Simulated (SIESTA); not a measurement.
Runs of SIESTA 5.4.2 on Ag. Symmetry: Fm-3m, No. 225, cubic system. Conventional cell: a = 4.085 Å, b = 4.085 Å, c = 4.085 Å, α = 90.00°, β = 90.00°, γ = 90.00°. Ag (site symmetry m-3m) has 12 Ag at 2.89 Å as nearest neighbours. 

```csv
level,gap on the mesh (eV),pressure (GPa),relaxed volume (Å³/atom)
vdW-DF,none,0.0,19.17
vdW-DF-C09,none,0.0,16.91
optB88-vdW,none,0.0,17.82
vdW-DF2,none,0.0,(a)
```

Alike in all rows: task relaxation of cell and atoms; potentials or basis PseudoDojo 0.4 standard (PBE files), DZP (energy shift 0.003 Ry; two zetas on semicore shells); no spin polarisation; cell relaxed; k mesh 5 × 5 × 5; smearing fermi-dirac 0.05 eV; grid cutoff 800 Ry; energy shift 0.003 Ry.

Problem. Fill in the values left out.

Solution. (a) 19.92.

Caveats: short orbitals over semicore shells can move pressures by several GPa; the potentials were made for another functional, which shifts forces and pressure; the basis of atomic orbitals isn't converged, which shifts pressures, moduli and gaps; the volume moved by over 15 % at a fixed basis, so the end points are rough (some runs).

A k mesh can miss the band edges, and the runs leave out spin-orbit coupling on Ag.

A gap of «none» marks a metal or a gap under the smearing width.

Runs at the PBE level aren't shown here.
